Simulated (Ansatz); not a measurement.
# ZnS (F-43m) in Ansatz: a series of runs, part 2 of 3

Ansatz 0.2.0. Earlier steps stand in the parts before.

## 4. Elastic constants, PBEsol

Contents of input.yaml:

```yaml
crystal:
  lattice:
    - [0.0, 2.702, 2.702]
    - [2.702, 0.0, 2.702]
    - [2.702, 2.702, 0.0]
  atoms:
    - { symbol: Zn, position: [0.75, 0.75, 0.75] }
    - { symbol: S, position: [0.0, 0.0, 0.0] }
hamiltonian:
  xc: pbesol
  pseudopotentials: { kind: paw }
kpoints:
  mp_grid: { grid: [7, 7, 7] }
scf:
  occupations: { method: fixed }
output:
  forces: true
  stress: true
elastic:
  mode: clamped_ion
  stencil: two_point
```

Potentials or basis: Ansatz PAW.

Run with:

```bash
$ ansatz run input.yaml --threads 2 --pin off --max-ram 5120MiB --backend cpu --events-out ev --progress --plain --runs-dir out
```

The log of the run:

```text
Warning: RAYON_NUM_THREADS=2 ignored (pool sized by the plan → 2); use --threads N
Engine: ansatz 0.2.0, x86_64-unknown-linux-gnu
Pseudopotentials: kind: paw
Pseudopotential: Zn, paw, valence charge 12, recommended cutoff 420 eV (normal), Zn.paw.azcp
Pseudopotential: S, paw, valence charge 6, recommended cutoff 420 eV (normal), S.paw.azcp
Functional definition: PBEsol
  exchange = pbesol_x
  correlation = pbesol_c
Crystal: 2 atoms, lattice volume = 39.454 Å³
Basis set: ecut = 420 eV, 749 PW (Γ), exchange–correlation on 54×54×54 points (8 copies of the dense FFT grid, shifted against one another)
Bands: 13, of which v1, the nominal top of the filled ones, is band 9 counted from 1 (8 counted from 0)
Symmetry: 24 space group operations
Space group: F-43m (ITA 216), of the structure as read, at distance tolerance 3.4e-5 Å
k-points: 20 of 343 (time reversal used)
Non-local potential: Zn, projectors of the file, l = 0: 2, l = 1: 2, l = 2: 3, l = 3: 1
Non-local potential: S, projectors of the file, l = 0: 2, l = 1: 2, l = 2: 2
PAW form: soft (Blöchl's): semilocal exchange-correlation on the pseudo side does not see the compensation charge
PAW frozen core: Zn, regenerated for the run's functional, and the local potential with it (the file was generated under x = pbe(κ = 0.804, μ = 0.2195149727645171), c = pbe(β = 0.06672455060314922))
PAW frozen core: S, regenerated for the run's functional, and the local potential with it (the file was generated under x = pbe(κ = 0.804, μ = 0.2195149727645171), c = pbe(β = 0.06672455060314922))
PAW one-centre angular grid: Zn, 590 points (default); XC on 64 Gauss nodes
PAW one-centre angular grid: S, 110 points (default); XC on 64 Gauss nodes
Initial density: superposition of atomic densities (neutral atoms: chi_scale 0, normalization atom), corrected by the library's trained network
Initial wavefunctions: pseudopotential atomic-orbital guess
Functional: x = pbesol(κ = 0.804, μ = 0.12345679012345678), c = pbesol(β = 0.046)
SCF iter   1: F=—  HF=-4167.437350 eV  |F-HF|=—  |Δ(HF+E_count)|=         —  Δρ=5.45e-3  dr2=1.40e-2  ethr=1.77e-3  ⟨swp⟩=4.7  Hψ=1366  notcnv=0  defer=36
preconditioner: auto → none  [insulator: Δε(μ)=1.917 eV  Ē_g=12.092 eV  n_scr=14 (ndim 8)  ℏωp=25.1 eV  f_vac=0.026  ε∞_Penn≈5.3]
SCF iter   2: F=—  HF=-4167.432927 eV  |F-HF|=—  |Δ(HF+E_count)|=   4.42e-3  Δρ=8.93e-4  dr2=1.58e-4  ethr=7.79e-5  ⟨swp⟩=3.0  Hψ=646  notcnv=0  defer=36
SCF iter   3: F=—  HF=-4167.432953 eV  |F-HF|=—  |Δ(HF+E_count)|=   2.60e-5  Δρ=7.00e-4  dr2=1.06e-4  ethr=8.79e-7  ⟨swp⟩=2.0  Hψ=458  notcnv=0  defer=36
SCF iter   4: F=—  HF=-4167.432971 eV  |F-HF|=—  |Δ(HF+E_count)|=   1.75e-5  Δρ=2.71e-4  dr2=2.36e-5  ethr=5.90e-7  ⟨swp⟩=2.0  Hψ=438  notcnv=0  defer=19
SCF iter   5: F=—  HF=-4167.432952 eV  |F-HF|=—  |Δ(HF+E_count)|=   1.83e-5  Δρ=2.35e-5  dr2=1.05e-7  ethr=1.31e-7  ⟨swp⟩=2.0  Hψ=420  notcnv=0
SCF iter   6: F=—  HF=-4167.432951 eV  |F-HF|=—  |Δ(HF+E_count)|=   1.66e-6  Δρ=4.50e-6  dr2=4.74e-9  ethr=5.81e-10  ⟨swp⟩=2.0  Hψ=425  notcnv=0
SCF iter   7: F=—  HF=-4167.432951 eV  |F-HF|=—  |Δ(HF+E_count)|=   4.06e-9  Δρ=2.36e-7  dr2=1.22e-11  ethr=2.64e-11  ⟨swp⟩=2.0  Hψ=440  notcnv=0
SCF iter   8: F=—  HF=-4167.432951 eV  |F-HF|=—  |Δ(HF+E_count)|=  3.91e-11  Δρ=4.67e-8  dr2=5.12e-13  ethr=6.75e-14 (applied; sched 1.00e-12)  ⟨swp⟩=2.1  Hψ=433  notcnv=0
SCF iter   9: F=-4167.432951 eV  HF=-4167.432951 eV  |F-HF|=2.73e-12  |Δ(HF+E_count)|=    0.00e0  Δρ=2.84e-9  dr2=2.55e-15  ethr=1.00e-12  ⟨swp⟩=5.0  Hψ=1218  notcnv=0
SCF 1 converged in 9 iterations: F = -4167.432951 eV  dr2 = 2.55e-15
Crystal: 2 atoms, lattice volume = 39.375 Å³
Symmetry: 8 space group operations
k-points: 40 of 343 (time reversal used)
Initial density: handed on by an earlier stage of this run
Initial wavefunctions: those handed on with the density
iter 1 solved again at ethr=2.99e-8 eV; its pass at ethr=3.10e-3 eV (dr2=5.39e-6 eV) is discarded
SCF iter   1: F=—  HF=-4167.433863 eV  |F-HF|=—  |Δ(HF+E_count)|=         —  Δρ=1.23e-4  dr2=4.76e-6  ethr=2.99e-8  ⟨swp⟩=3.2  Hψ=3332  notcnv=0  defer=66
preconditioner: auto → none  [insulator: Δε(μ)=1.976 eV  Ē_g=12.127 eV  n_scr=14 (ndim 8)  ℏωp=25.1 eV  f_vac=0.020  ε∞_Penn≈5.3]
SCF iter   2: F=—  HF=-4167.433853 eV  |F-HF|=—  |Δ(HF+E_count)|=   1.02e-5  Δρ=4.81e-5  dr2=7.28e-7  ethr=2.64e-8  ⟨swp⟩=3.0  Hψ=879  notcnv=0  defer=34
SCF iter   3: F=—  HF=-4167.433852 eV  |F-HF|=—  |Δ(HF+E_count)|=   3.32e-7  Δρ=4.21e-5  dr2=4.29e-7  ethr=4.05e-9  ⟨swp⟩=2.0  Hψ=840  notcnv=0  defer=2
[... 30 lines left out ...]
preconditioner: auto → none  [insulator: Δε(μ)=1.968 eV  Ē_g=12.118 eV  n_scr=14 (ndim 8)  ℏωp=25.1 eV  f_vac=0.021  ε∞_Penn≈5.3]
SCF iter   2: F=—  HF=-4167.432899 eV  |F-HF|=—  |Δ(HF+E_count)|=   1.10e-5  Δρ=4.59e-6  dr2=3.81e-9  ethr=1.10e-11  ⟨swp⟩=2.0  Hψ=1408  notcnv=0  defer=69
SCF iter   3: F=—  HF=-4167.432899 eV  |F-HF|=—  |Δ(HF+E_count)|=  6.31e-10  Δρ=1.67e-6  dr2=8.71e-10  ethr=1.10e-11  ⟨swp⟩=2.0  Hψ=1344  notcnv=0  defer=69
SCF iter   4: F=—  HF=-4167.432899 eV  |F-HF|=—  |Δ(HF+E_count)|=  6.48e-10  Δρ=2.45e-7  dr2=8.04e-12  ethr=4.84e-12  ⟨swp⟩=2.0  Hψ=1344  notcnv=0  defer=69
SCF iter   5: F=—  HF=-4167.432899 eV  |F-HF|=—  |Δ(HF+E_count)|=  1.82e-12  Δρ=5.61e-8  dr2=3.98e-13  ethr=4.47e-14 (applied; sched 1.00e-12)  ⟨swp⟩=2.5  Hψ=1451  notcnv=0  defer=69
SCF iter   6: F=-4167.432899 eV  HF=-4167.432899 eV  |F-HF|=9.09e-13  |Δ(HF+E_count)|=  9.09e-13  Δρ=4.97e-9  dr2=3.32e-15  ethr=1.00e-12  ⟨swp⟩=4.0  Hψ=2816  notcnv=0
SCF 5 converged in 6 iterations: F = -4167.432899 eV  dr2 = 3.32e-15
SCF converged after 9 iterations
Free energy (F): -4167.432951 eV
Harris-Foulkes:  -4167.432951 eV  (|F-HF|=2.73e-12)
Internal energy: -4167.432951 eV  (E = F + TS)
E sigma→0 (E₀):  -4167.432951 eV
Fermi energy:    5.687308 eV
--- Per-component energies (eV) ---
  E_band       = 2.701263
  E_kinetic    = 237.929515
  E_local      = -2041.739347  (includes V_loc(G=0)·N_el)
  E_nonlocal   = 644.080658
  E_hartree    = 851.853988
  E_xc         = -231.711035
  E_vxc        = -139.789652  (∫ρ·V_xc dr)
  E_paw        = -2375.326380  (= ΣΔE_a)
  E_vpaw       = -401.487528  (= ΣTr[D̂ρ^β])
  E_aug_tail   = -0.000360  (compensation charges beyond the density's cutoff)
  E_ewald      = -1253.379294
  E_core_change = 0.859304  (= ΣΔE_core)
  E_smearing   = -0.000000  (= −TS)
  E_closure    = -0.000000  (closes the sum)
  Σ components = -4167.432951   (vs F -4167.432951, Δ=0.00e0)
--- Forces (eV/Å), atoms counted from 1 ---
  atom   1  Zn     0.00000000     0.00000000     0.00000000
  atom   2  S     -0.00000000     0.00000000     0.00000000
  max |Σ_I F_I| component: 1.85e-17 eV/Å
--- Stress (GPa, compression-positive) ---
       -1.967565      -0.000000       0.000000
        0.000000      -1.967565       0.000000
       -0.000000       0.000000      -1.967565
  P = ⅓ Tr σ = -1.9676 GPa (-19.676 kbar)
--- Band table (eV; the first three rows and the last of 20) ---
  k-point 0: bands = ["-7.4667", "-0.6873", "-0.6873", "-0.6873", "-0.1883", "-0.1883", "5.6873", "5.6873", "5.6873", "7.6592", "11.9607", "11.9607", "11.9607"]
  k-point 1: bands = ["-7.3132", "-0.6863", "-0.6605", "-0.6605", "-0.1903", "-0.1903", "4.3002", "5.4966", "5.4966", "8.6380", "11.8723", "12.2785", "12.2785"]
  k-point 2: bands = ["-6.9316", "-0.6081", "-0.6076", "-0.6076", "-0.1834", "-0.1834", "2.3385", "5.1181", "5.1181", "9.0440", "12.6155", "12.6155", "12.8453"]
  k-point 19: bands = ["-6.2233", "-0.5678", "-0.4252", "-0.2522", "-0.2028", "0.1786", "1.0426", "2.5915", "3.4954", "10.6597", "11.8028", "13.5115", "14.4452"]
--- Elastic constants: 2 strain directions × 2 members + reference (group order 24) ---
  dense FFT box of the reference and of every strained cell: 27×27×27
  strains applied: 11, 23; error gains: componentwise 1.00 (the most a stress slope's error grows in a printed constant), spectral 1.73 (1 for all six strains in a standard setting)
  C = ∂σ_k/∂η_j (tension-positive GPa; Voigt order 11 22 33 23 13 12):
        98.928     55.718     55.718      0.000      0.000     -0.000
        55.718     98.928     55.718      0.000      0.000     -0.000
        55.718     55.718     98.928      0.000      0.000     -0.000
        -0.000     -0.000     -0.000     66.778      0.000     -0.000
        -0.000     -0.000      0.000     -0.000     66.778      0.000
         0.000     -0.000     -0.000      0.000      0.000     66.778
  reference stress σ⁰ (GPa):      1.968      1.968      1.968     -0.000      0.000      0.000
  C* (energy form; C + prestress term) asymmetry max|C*_kj − C*_jk| = 1.421e-14 GPa — a small one proves nothing (zero by symmetry where the batch's group is 432, −43m or m−3m); a large one is finite-difference/SCF noise where every solve meets its electron count
  moduli (Voigt/Reuss/Hill, GPa): K = 70.12/70.12/70.12   G = 48.71/36.36/42.54   E = 106.15   ν = 0.248
  mechanically stable: yes (min eigenvalue of sym C = 43.21 GPa)
  strain η (Voigt 11):  stress-route row diagonal C_11 = 98.93 GPa, energy-path curvature d²(F+E_count+ΔE)/dδ²/Ω₀ = 99.50 GPa
         δ    σ_11 (GPa)             F (eV)   n_scf  n_hpsi   n_pw
    -2.000e-3       1.7689       -4167.4338521       7   10199    781
     2.000e-3       2.1646       -4167.4319245       6    8893    785
  strain η (Voigt 23):  stress-route row diagonal C_44 = 66.78 GPa, energy-path curvature d²(F+E_count+ΔE)/dδ²/Ω₀ = 66.37 GPa
         δ    σ_23 (GPa)             F (eV)   n_scf  n_hpsi   n_pw
    -2.000e-3      -0.1336       -4167.4328988       8   16695    781
     2.000e-3       0.1336       -4167.4328988       6   13878    781
```

Wall time 4.7 s (2 threads of Intel Xeon Platinum 8488C (Sapphire Rapids), shared host); peak memory 0.41 GiB.

Results:

```
Free energy                                 : -4167.4330 eV
Pressure                                    : -2.0 GPa
Band gap on the k mesh                      : 1.97 eV, direct
Clamped-ion elastic constants C11, C12, C44 : 99, 56, 67 GPa
Voigt bulk modulus                          : 70 GPa
```

Elastic tensor in Voigt notation (GPa, ions clamped, in the Cartesian axes of the cell as first typed):
```
99 56 56  0  0  0
56 99 56  0  0  0
56 56 99  0  0  0
 0  0  0 67  0  0
 0  0  0  0 67  0
 0  0  0  0  0 67
```

Caveat: odd divisions of the mesh miss points on the zone boundary, where band edges often lie, so the gap on the mesh can be too wide; the PAW data sets come from PBE, with cores solved anew for the run's functional, which leaves a small shift of forces and pressure.

## 5. Band structure, revPBE

Contents of input.yaml:

```yaml
crystal:
  lattice:
    - [0.0, 2.702, 2.702]
    - [2.702, 0.0, 2.702]
    - [2.702, 2.702, 0.0]
  atoms:
    - { symbol: Zn, position: [0.75, 0.75, 0.75] }
    - { symbol: S, position: [0.0, 0.0, 0.0] }
hamiltonian:
  xc: revpbe
  pseudopotentials: { kind: paw }
kpoints:
  mp_grid: { grid: [9, 9, 9] }
  band_path:
    path:
      - [[0.0, 0.0, 0.0], [0.5, 0.0, 0.5], [0.5, 0.25, 0.75], [0.375, 0.375, 0.75], [0.0, 0.0, 0.0], [0.5, 0.5, 0.5], [0.625, 0.25, 0.625], [0.5, 0.25, 0.75], [0.5, 0.5, 0.5], [0.375, 0.375, 0.75]]
      - [[0.625, 0.25, 0.625], [0.5, 0.0, 0.5]]
    npoints: 14
scf:
  occupations: { method: fermi_dirac, width: 0.05 }
  n_extra_bands: 6
output:
  forces: true
  stress: true
  eigenvalues: true
  fatbands: false
```

Potentials or basis: Ansatz PAW.

Run with:

```bash
$ ansatz run input.yaml --threads 2 --pin off --max-ram 5120MiB --backend cpu --events-out ev --progress --plain --runs-dir out
```

The log of the run:

```text
Warning: RAYON_NUM_THREADS=2 ignored (pool sized by the plan → 2); use --threads N
scf.n_extra_bands = 6 over 9 filled bands (N_el = 18.0): the run solves 15 bands
Engine: ansatz 0.2.0, x86_64-unknown-linux-gnu
Pseudopotentials: kind: paw
Pseudopotential: Zn, paw, valence charge 12, recommended cutoff 420 eV (normal), Zn.paw.azcp
Pseudopotential: S, paw, valence charge 6, recommended cutoff 420 eV (normal), S.paw.azcp
Functional definition: revPBE
  parameter kappa = 1.245
  parameter beta = 0.06672455060314922
  exchange = pbe_x(kappa = kappa, mu = beta*pi^2/3)
  correlation = pbe_c(beta = beta)
Crystal: 2 atoms, lattice volume = 39.454 Å³
Basis set: ecut = 420 eV, 749 PW (Γ), exchange–correlation on 54×54×54 points (8 copies of the dense FFT grid, shifted against one another)
Bands: 15, of which v1, the nominal top of the filled ones, is band 9 counted from 1 (8 counted from 0)
Symmetry: 24 space group operations
Space group: F-43m (ITA 216), of the structure as read, at distance tolerance 3.4e-5 Å
[... 33 lines left out ...]
  E_xc         = -234.852476
  E_vxc        = -139.190092  (∫ρ·V_xc dr)
  E_paw        = -2434.636939  (= ΣΔE_a)
  E_vpaw       = -401.894490  (= ΣTr[D̂ρ^β])
  E_aug_tail   = -0.000362  (compensation charges beyond the density's cutoff)
  E_ewald      = -1253.379294
  E_core_change = -0.084419  (= ΣΔE_core)
  E_smearing   = -0.000000  (= −TS)
  E_closure    = 0.000000  (closes the sum)
  Σ components = -4229.067476   (vs F -4229.067476, Δ=0.00e0)
--- Forces (eV/Å), atoms counted from 1 ---
  atom   1  Zn     0.00000000    -0.00000000    -0.00000000
  atom   2  S     -0.00000000     0.00000000     0.00000000
  max |Σ_I F_I| component: 1.85e-17 eV/Å
--- Stress (GPa, compression-positive) ---
        3.484459       0.000000      -0.000000
       -0.000000       3.484459       0.000000
       -0.000000       0.000000       3.484459
  P = ⅓ Tr σ = 3.4845 GPa (34.845 kbar)
--- Band table (eV; the first three rows and the last of 35) ---
  k-point 0: bands = ["-7.2606", "-0.4361", "-0.4361", "-0.4361", "0.0678", "0.0678", "5.8692", "5.8692", "5.8692", "8.1034", "12.2885", "12.2885", "12.2885", "17.4907", "17.4907"]
  k-point 1: bands = ["-7.1684", "-0.4352", "-0.4193", "-0.4193", "0.0664", "0.0664", "4.9582", "5.7514", "5.7514", "8.7898", "12.2104", "12.4931", "12.4931", "17.0276", "17.0276"]
  k-point 2: bands = ["-6.9194", "-0.4051", "-0.3795", "-0.3795", "0.0676", "0.0676", "3.4455", "5.4778", "5.4778", "9.3991", "12.6314", "12.8545", "12.8545", "16.7055", "16.7055"]
  k-point 34: bands = ["-6.0491", "-0.3040", "-0.1716", "-0.0083", "0.0548", "0.4158", "1.3473", "3.0021", "3.5193", "11.5236", "11.8285", "13.4408", "14.9528", "17.7151", "19.4546"]
```

It took 2.1 s on 2 threads of Intel Xeon Platinum 8488C (Sapphire Rapids), shared host; peak memory 0.37 GiB.

What came out:

| Property | Result |
| --- | --- |
| Free energy | -4229.0675 eV |
| Pressure | 3.5 GPa |
| Band gap on the k mesh | 2.23 eV, direct |
| Band gap along the path | 2.23 eV, direct |

Levels at the corners of the path, in eV from the valence-band top:
```tsv
point	band 7	band 8	band 9	band 10	band 11	band 12
Γ	0.00	0.00	0.00	2.23	6.42	6.42
X	-4.52	-2.21	-2.21	3.51	4.15	11.09
W	-4.56	-2.72	-2.69	5.78	6.07	7.93
K	-4.59	-3.08	-1.80	4.22	6.02	9.46
Γ	0.00	0.00	0.00	2.23	6.42	6.42
L	-5.25	-0.86	-0.86	3.40	6.95	6.95
U	-4.59	-3.08	-1.80	4.22	6.02	9.46
W	-4.56	-2.72	-2.69	5.78	6.07	7.93
L	-5.25	-0.86	-0.86	3.40	6.95	6.95
K	-4.59	-3.08	-1.80	4.22	6.02	9.46
U	-4.59	-3.08	-1.80	4.22	6.02	9.46
X	-4.52	-2.21	-2.21	3.51	4.15	11.09
```

Caveat: the PAW data sets come from PBE, with cores solved anew for the run's functional, which leaves a small shift of forces and pressure.

[end of part 2 of 3]
